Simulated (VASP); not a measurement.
# HfH3 (Pm-3m) in VASP: notebook

One crystal, HfH3, is run at these levels: LDA; tasks: single point.

All numbers are computed with VASP 6.6.1; they aren't measurements. Logs are shortened: lines on timing, memory, paths and dates and some standing lists are left out, and cuts for length are marked.

## 1. The crystal as given

It takes space group Pm-3m (No. 221, cubic). Conventional cell: a = 3.165 Å, b = 3.165 Å, c = 3.165 Å, α = 90.00°, β = 90.00°, γ = 90.00°. Around Hf (site symmetry m-3m) lie 12 H at 2.24 Å. H (site symmetry 4/mmm) has 4 Hf at 2.24 Å and 8 H at 2.24 Å as nearest neighbours.

The cell comes from a database or a generator and needn't be the stable form of this composition.

## 2. Single point, LDA

INCAR reads:

```
SYSTEM = HfH3
PREC     = Accurate       ! precision mode
ENCUT    = 520            ! plane-wave cutoff, eV
EDIFF    = 1E-7           ! SCF threshold, eV
ISMEAR   = 1              ! smearing method
SIGMA    = 0.2            ! smearing width, eV
LREAL    = .False.        ! projectors in reciprocal space
LASPH    = .True.         ! aspherical terms in the spheres
NELM     = 60             ! most SCF steps
ALGO     = Fast           ! electronic algorithm
ISIF     = 2              ! what is computed and relaxed
LWAVE    = .False.        ! write WAVECAR
LCHARG   = .False.        ! write CHGCAR
NBANDS   = 14             ! bands
```

KPOINTS reads:

```
Automatic mesh
0
Gamma
  8 8 8
  0 0 0
```

POSCAR reads:

```
HfH3
1.0
    3.1647550831      0.0000000000      0.0000000000
    0.0000000000      3.1647550831      0.0000000000
    0.0000000000      0.0000000000      3.1647550831
Hf H
1 3
Direct
    0.0000000000      0.0000000000      0.0000000000
    0.0000000000      0.5000000000      0.5000000000
    0.5000000000      0.0000000000      0.5000000000
    0.5000000000      0.5000000000      0.0000000000
```

Potentials or basis: VASP PAW LDA potentials, release 64 (Hf_pv, H).

Run with:

```
$ cat potpaw_LDA.64/Hf_pv/POTCAR potpaw_LDA.64/H/POTCAR > POTCAR
$ mpirun -np 1 vasp_std > vasp.out
```

OUTCAR:

```text
SYSTEM = HfH3
   PREC = Accurate
   ENCUT = 520
   EDIFF = 1E-7
   ISMEAR = 1
   LREAL = .False.
   LASPH = .True.
   NELM = 60
   ISIF = 2

 ion  position               nearest neighbor table
   1  0.000  0.000  0.000-   2 2.24   3 2.24   4 2.24   2 2.24   3 2.24   2 2.24   4 2.24   2 2.24
                             3 2.24   4 2.24   3 2.24   4 2.24
   2  0.000  0.500  0.500-   1 2.24   1 2.24   1 2.24   1 2.24
   3  0.500  0.000  0.500-   1 2.24   1 2.24   1 2.24   1 2.24
   4  0.500  0.500  0.000-   1 2.24   1 2.24   1 2.24   1 2.24

  LATTYP: Found a simple cubic cell.
 ALAT       =     3.1647550831

  Lattice vectors:

 A1 = (   3.1647550831,   0.0000000000,   0.0000000000)
 A2 = (   0.0000000000,   3.1647550831,   0.0000000000)
 A3 = (   0.0000000000,   0.0000000000,   3.1647550831)

Analysis of symmetry for initial positions (statically):
=====================================================================
 Subroutine PRICEL returns:
 Original cell was already a primitive cell.

 Routine SETGRP: Setting up the symmetry group for a
 simple cubic supercell.

 Subroutine GETGRP returns: Found 48 space group operations
 (whereof 48 operations were pure point group operations)
 out of a pool of 48 trial point group operations.

The static configuration has the point symmetry O_h .

Analysis of symmetry for dynamics (positions and initial velocities):
=====================================================================
 Subroutine PRICEL returns:
 Original cell was already a primitive cell.

 Routine SETGRP: Setting up the symmetry group for a
 simple cubic supercell.

 Subroutine GETGRP returns: Found 48 space group operations
 (whereof 48 operations were pure point group operations)
 out of a pool of 48 trial point group operations.

The dynamic configuration has the point symmetry O_h .

 Subroutine INISYM returns: Found 48 space group operations
 (whereof 48 operations are pure point group operations),
 and found     1 'primitive' translations

----------------------------------------------------------------------------------------

                                     Primitive cell

  volume of cell :      31.6972

  direct lattice vectors                    reciprocal lattice vectors
     3.164755083  0.000000000  0.000000000     0.315980218  0.000000000  0.000000000
     0.000000000  3.164755083  0.000000000     0.000000000  0.315980218  0.000000000
     0.000000000  0.000000000  3.164755083     0.000000000  0.000000000  0.315980218

  length of vectors
     3.164755083  3.164755083  3.164755083     0.315980218  0.315980218  0.315980218

  position of ions in fractional coordinates (direct lattice)
     0.000000000  0.000000000  0.000000000
     0.000000000  0.500000000  0.500000000
     0.500000000  0.000000000  0.500000000
     0.500000000  0.500000000  0.000000000

  ion indices of the primitive-cell ions
   primitive index   ion index
                 1           1
                 2           2
                 3           3
                 4           4

----------------------------------------------------------------------------------------

 KPOINTS: Automatic mesh

Automatic generation of k-mesh.
 Grid dimensions read from file:
 generate k-points for:    8    8    8

 Generating k-lattice:

  Cartesian coordinates                     Fractional coordinates (reciprocal lattice)
     0.039497527  0.000000000  0.000000000     0.125000000  0.000000000  0.000000000
     0.000000000  0.039497527  0.000000000     0.000000000  0.125000000  0.000000000
     0.000000000  0.000000000  0.039497527     0.000000000  0.000000000  0.125000000

  Length of vectors
     0.039497527  0.039497527  0.039497527

  Shift w.r.t. Gamma in fractional coordinates (k-lattice)
     0.000000000  0.000000000  0.000000000

 Subroutine IBZKPT returns following result:
 ===========================================

 Found     35 irreducible k-points:

 Following reciprocal coordinates:
            Coordinates               Weight
  0.000000  0.000000  0.000000      1.000000
  0.125000  0.000000  0.000000      6.000000
  0.250000  0.000000  0.000000      6.000000
  0.375000  0.000000  0.000000      6.000000
  0.500000  0.000000  0.000000      3.000000
  0.125000  0.125000  0.000000     12.000000
[... 16 lines left out ...]
  0.375000  0.375000  0.125000     24.000000
  0.500000  0.375000  0.125000     24.000000
 [... further k-points ...]
   k-points           NKPTS =     35   k-points in BZ     NKDIM =     35   number of bands    NBANDS=     14
   number of dos      NEDOS =    301   number of ions     NIONS =      4
   total plane-waves  NPLWV =  13824
   dimension x,y,z NGX =    24 NGY =   24 NGZ =   24
   dimension x,y,z NGXF=    48 NGYF=   48 NGZF=   48
   ions per type =               1   3
   NGX,Y,Z   is equivalent  to a cutoff of  12.61, 12.61, 12.61 a.u.
   NGXF,Y,Z  is equivalent  to a cutoff of  25.21, 25.21, 25.21 a.u.
 SYSTEM =  HfH3
   PREC   = accura    normal or accurate (medium, high low for compatibility)
   ISTART =      0    job   : 0-new  1-cont  2-samecut
   ICHARG =      2    charge: 1-file 2-atom 10-const
   ISPIN  =      1    spin polarized calculation?
   LNONCOLLINEAR =      F non collinear calculations
   LSORBIT =      F    spin-orbit coupling
   LASPH  =      T    aspherical Exc in radial PAW
   ENCUT  =  520.0 eV  38.22 Ry    6.18 a.u.   5.88  5.88  5.88*2*pi/ulx,y,z
   NELM   =     60;   NELMIN=  2; NELMDL= -5     # of ELM steps
   EDIFF  = 0.1E-06   stopping-criterion for ELM
   LREAL  =      F    real-space projection
   EDIFFG = 0.1E-05   stopping-criterion for IOM
   NSW    =      0    number of steps for IOM
   IBRION =     -1    ionic relax: 0-MD 1-quasi-New 2-CG
   NFREE  =      0    steps in history (QN), initial steepest desc. (CG)
   ISIF   =      2    stress and relaxation
   ISYM   =      2    0-nonsym 1-usesym 2-fastsym
   POTIM  = 0.5000    time-step for ionic-motion
   TEBEG  =    0.0;   TEEND  =   0.0 temperature during run
   PSTRESS=    0.0 pullay stress
   NELECT =      13.0000    total number of electrons
   NUPDOWN=      -1.0000    fix difference up-down
   EMIN   =  10.00;   EMAX   =-10.00  energy-range for DOS
   EFERMI =   0.00;   METHOD = LEGACY
   ISMEAR =     1;   SIGMA  =   0.20  broadening in eV -4-tet -1-fermi 0-gaus
   EFERMI_NEDOS =   21; number of points for ismear=-14 and -15
   IALGO  =     68    algorithm
   IMIX   =      4    mixing-type and parameters
     AMIX     =   0.40;   BMIX     =  1.00
     AMIX_MAG =   1.60;   BMIX_MAG =  1.00
  volume/ion in A,a.u.               =       7.92        53.48
  Fermi-wavevector in a.u.,A,eV,Ry     =   1.216324  2.298519 20.129049  1.479443
  Thomas-Fermi vector in A             =   2.351681
   LORBIT       =      0    0 simple, 1 ext, 2 COOP (PROOUT), +10 PAW based schemes
   GGA     = CA    functional components
   LHFCALC =     F    Hartree Fock is set to
   AEXX    =    0.0000 exact exchange contribution
   IVDW    =     0    specifies the selected vdW correction
   LEPSILON=     F    determine dielectric tensor
   LRPA    =     F    only Hartree local field effects (RPA)
 non-spin polarized calculation
 RMM-DIIS sequential band-by-band and
 Methfessel and Paxton  Order N= 1 SIGMA  =   0.20
  energy-cutoff  :      520.00
  volume of cell :       31.70
 maximum number of plane-waves:       876
 NGX is ok and might be reduce to    24
   NGX = 11   NGY = 11   NGZ = 11

 number of electron      12.9999995 magnetization

 Free energy of the ion-electron system (eV)
  ---------------------------------------------------
  ext. energy  EPLUGINS =         0.00000000
  ---------------------------------------------------
  free energy    TOTEN  =       -22.35666218 eV

  energy without entropy =      -22.36065693  energy(sigma->0) =      -22.35799376

 E-fermi :   4.2586     XC(G=0): -11.2271

 val. band max:        4.2124194502   @ k =   0.3750   0.1250   0.0000
 cond. band min:       4.3055762707   @ k =   0.5000   0.5000   0.2500
 fundamental gap:      0.0931568205
 Fermi energy:         4.2585637687

 k-point     1 :       0.0000    0.0000    0.0000
  band No.  band energies     occupation
      1     -26.6717      2.00000
      2     -26.6717      2.00000
      3     -26.6717      2.00000
      4      -6.6349      2.00000
      5       0.1818      2.00000
      6       0.1818      2.00000
      7       8.2773      0.00000
      8       8.2773      0.00000
      9       8.2773      0.00000
     10      10.2029      0.00000
     11      10.2029      0.00000
     12      11.9757      0.00000
     13      11.9757      0.00000
     14      11.9757      0.00000

 k-point     2 :       0.1250    0.0000    0.0000
  band No.  band energies     occupation
      1     -26.7460      2.00000
      2     -26.6655      2.00000
      3     -26.6655      2.00000
      4      -6.3356      2.00000
      5       0.1595      2.00000
      6       0.3931      2.00000
      7       7.5540     -0.00000
      8       7.5540     -0.00000
      9       8.3186      0.00000
     10       9.3429      0.00000
     11       9.3838      0.00000
     12      11.9681      0.00000
     13      12.8413      0.00000
     14      12.8413      0.00000
[... 343 lines left out ...]
      1     -27.0267      2.00000
      2     -27.0174      2.00000
      3     -26.6670      2.00000
      4      -2.6538      2.00000
      5      -0.3560      2.00000
      6       0.2120      2.00000
      7       3.5957      2.00003
      8       6.0269     -0.00000
      9       6.3039     -0.00000
     10       9.7040      0.00000
     11      10.4068      0.00000
     12      12.1127      0.00000
     13      13.5032      0.00000
     14      15.8967      0.00000

 k-point    24 :       0.5000    0.3750    0.1250
  band No.  band energies     occupation
      1     -27.0866      2.00000
      2     -27.0118      2.00000
      3     -26.6604      2.00000
      4      -2.3589      2.00000
      5      -0.5443      2.00000
      6       0.3026      2.00000
      7       3.2112      2.00000
      8       6.2945     -0.00000
      9       6.3458     -0.00000
     10       9.8953      0.00000
     11      11.4092      0.00000
     12      11.7316      0.00000
     13      12.7638      0.00000
     14      16.0875      0.00000

 [... further k-points ...]

------------------------ aborting loop because EDIFF is reached ----------------------------------------

  FORCE on cell =-STRESS in cart. coord.  units (eV):
  Direction    XX          YY          ZZ          XY          YZ          ZX
  --------------------------------------------------------------------------------------
  -------------------------------------------------------------------------------------
  Total       -3.2115405     -3.2115405     -3.2115405      0.0000000      0.0000000     -0.0000000
  in kB     -162.3318228   -162.3318228   -162.3318228      0.0000000      0.0000000     -0.0000000
  external PRESSURE =    -162.3318228 kB  Pullay stress =       0.0000000 kB

 VOLUME and BASIS-vectors are now :
 -----------------------------------------------------------------------------
  energy-cutoff  :      520.00
  volume of cell :       31.70
      direct lattice vectors                 reciprocal lattice vectors
     3.164755083  0.000000000  0.000000000     0.315980218  0.000000000  0.000000000
     0.000000000  3.164755083  0.000000000     0.000000000  0.315980218  0.000000000
     0.000000000  0.000000000  3.164755083     0.000000000  0.000000000  0.315980218

 POSITION                                       TOTAL-FORCE (eV/Angst)
 -----------------------------------------------------------------------------------
      0.00000      0.00000      0.00000         0.000000      0.000000      0.000000
      0.00000      1.58238      1.58238         0.000000      0.000000      0.000000
      1.58238      0.00000      1.58238         0.000000      0.000000      0.000000
      1.58238      1.58238      0.00000         0.000000      0.000000      0.000000
 -----------------------------------------------------------------------------------
    total drift:                                0.000000      0.000000     -0.000000

  FREE ENERGIE OF THE ION-ELECTRON SYSTEM (eV)
  ---------------------------------------------------
  free  energy   TOTEN  =       -22.3566621777 eV

  energy  without entropy=      -22.3606569297  energy(sigma->0) =      -22.35799376
```

It took 7.5 s on 1 thread of Intel Xeon Platinum 8488C (Sapphire Rapids), shared host; peak memory 0.13 GiB.

What came out:

```
Free energy            : -22.3567 eV
Pressure               : -16.2 GPa
Band gap on the k mesh : none (metal or under the smearing width)
```

Caveat: so large a pressure means that the cell lies far from this level's equilibrium, or that cutoff or potentials fall short. Spin-orbit coupling is left out, which matters for the levels of Hf.

## 3. Single point, LDA

This run uses another cell than the first one, of 7.63 Å³/atom, 0.963 times its volume.

INCAR reads:

```
ALGO = Normal
EDIFF = 1E-7
ENCUT = 520
GGA = CA
ISIF = 2
ISMEAR = 1
LASPH = True
LCHARG = True
LELF = True
LREAL = False
LVHAR = True
LWAVE = False
NBANDS = 14
NELM = 100
PREC = Accurate
SIGMA = 0.2
```

KPOINTS reads:

```
k-points
0
Gamma
  8 8 8
```

POSCAR reads:

```
HfH3
1.0
    3.1251914970      0.0000000000      0.0000000000
    0.0000000000      3.1251914970      0.0000000000
    0.0000000000      0.0000000000      3.1251914970
Hf H
1 3
Direct
    0.0000000000      0.0000000000      0.0000000000
    0.0000000000      0.5000000000      0.5000000000
    0.5000000000      0.0000000000      0.5000000000
    0.5000000000      0.5000000000      0.0000000000
```

Potentials or basis: VASP PAW LDA potentials, release 64 (Hf_pv, H).

Run with:

```
$ cat potpaw_LDA.64/Hf_pv/POTCAR potpaw_LDA.64/H/POTCAR > POTCAR
$ mpirun -np 1 vasp_std > vasp.out
```

It took 6.8 s on 1 thread of Intel Xeon Platinum 8488C (Sapphire Rapids), shared host; peak memory 0.13 GiB.

It converged, with:

| Item | Value |
| --- | --- |
| Free energy | -22.4610 eV |
| Pressure | -12.5 GPa |
| Band gap on the k mesh | none (metal or under the smearing width) |

Levels at points of the mesh, in eV from the Fermi level:
| k point | band 2 | band 3 | band 4 | band 5 | band 6 | band 7 | band 8 | band 9 | band 10 | band 11 |
| --- | --- | --- | --- | --- | --- | --- | --- | --- | --- | --- |
| (0.00, 0.00, 0.00) | -30.82 | -30.82 | -11.15 | -4.22 | -4.22 | 4.21 | 4.21 | 4.21 | 6.18 | 6.18 |
| (0.50, 0.00, 0.00) | -30.77 | -30.77 | -7.50 | -6.81 | -1.44 | 0.11 | 1.06 | 1.06 | 4.52 | 6.28 |
| (0.50, 0.50, 0.00) | -31.29 | -30.73 | -6.99 | -3.82 | -3.82 | -2.25 | 1.76 | 1.76 | 6.09 | 8.07 |
| (0.50, 0.50, 0.50) | -31.21 | -31.21 | -5.98 | -5.98 | -5.98 | 3.46 | 5.33 | 5.33 | 5.33 | 6.36 |

The run has no spin-orbit coupling, so splittings on Hf are missing.

## 4. Single point, LDA

This run uses another cell than the first one, of 6.75 Å³/atom, 0.852 times its volume.

INCAR reads:

```
PREC     = Accurate       # precision mode
ENCUT    = 520            # plane-wave cutoff, eV
EDIFF    = 1E-7           # SCF threshold, eV
ISMEAR   = 1              # smearing method
SIGMA    = 0.2            # smearing width, eV
LREAL    = False          # projectors in reciprocal space
LASPH    = True           # aspherical terms in the spheres
NELM     = 100            # most SCF steps
ALGO     = Normal         # electronic algorithm
ISIF     = 2              # what is computed and relaxed
LWAVE    = False          # write WAVECAR
LCHARG   = False          # write CHGCAR
GGA      = CA             # functional
NBANDS   = 14             # bands
```

KPOINTS reads:

```
regular mesh
0
Gamma
  8 8 8
```

POSCAR reads:

```
HfH3
1.0
    3.0000474934      0.0000000000      0.0000000000
    0.0000000000      3.0000474934      0.0000000000
    0.0000000000      0.0000000000      3.0000474934
Hf H
1 3
Direct
    0.0000000000      0.0000000000      0.0000000000
    0.0000000000      0.5000000000      0.5000000000
    0.5000000000      0.0000000000      0.5000000000
    0.5000000000      0.5000000000      0.0000000000
```

Run with:

```
$ cat potpaw_LDA.64/Hf_pv/POTCAR potpaw_LDA.64/H/POTCAR > POTCAR
$ mpirun -np 1 vasp_std > vasp.out
```

Wall time 6.8 s (1 thread of Intel Xeon Platinum 8488C (Sapphire Rapids), shared host); peak memory 0.13 GiB.

The run converged. Its results:

| Property | Result |
| --- | --- |
| Free energy | -22.5613 eV |
| Pressure | 4.7 GPa |
| Band gap on the k mesh | none (metal or under the smearing width) |

Levels at points of the mesh, in eV from the Fermi level:
```
           k point  band 2  band 3  band 4  band 5  band 6  band 7  band 8  band 9  band 10  band 11
(0.00, 0.00, 0.00)  -30.42  -30.42  -11.96   -4.68   -4.68    4.92    4.92    4.92     7.04     7.04
(0.50, 0.00, 0.00)  -30.34  -30.34   -7.98   -7.08   -1.65    0.18    1.16    1.16     5.30     7.38
(0.50, 0.50, 0.00)  -31.13  -30.27   -7.77   -3.82   -3.82   -2.32    2.00    2.00     7.16     9.70
(0.50, 0.50, 0.50)  -31.00  -31.00   -6.61   -6.61   -6.61    3.26    6.39    6.39     6.39     7.48
```

Spin-orbit coupling is left out, which matters for the levels of Hf.

## 5. The runs side by side

```tsv
cell	gap on the mesh (eV)	pressure (GPa)
Pm-3m, 7.92 Å³/atom	none	-16.2
Pm-3m, 7.63 Å³/atom	none	-12.5
Pm-3m, 6.75 Å³/atom	none	4.7
```

Alike in all rows: task single point; level LDA; potentials or basis VASP PAW LDA potentials, release 64 (Hf_pv, H); no spin polarisation; k mesh 8 × 8 × 8; cutoff (eV) 520; smearing methfessel-paxton 0.2 eV.

Every run on the cell as given and a fine mesh finds a metal.

Caveats: so large a pressure means that the cell lies far from this level's equilibrium, or that cutoff or potentials fall short (some runs).

Total energies depend on the potentials used, so only differences within one code and one set of settings carry meaning.
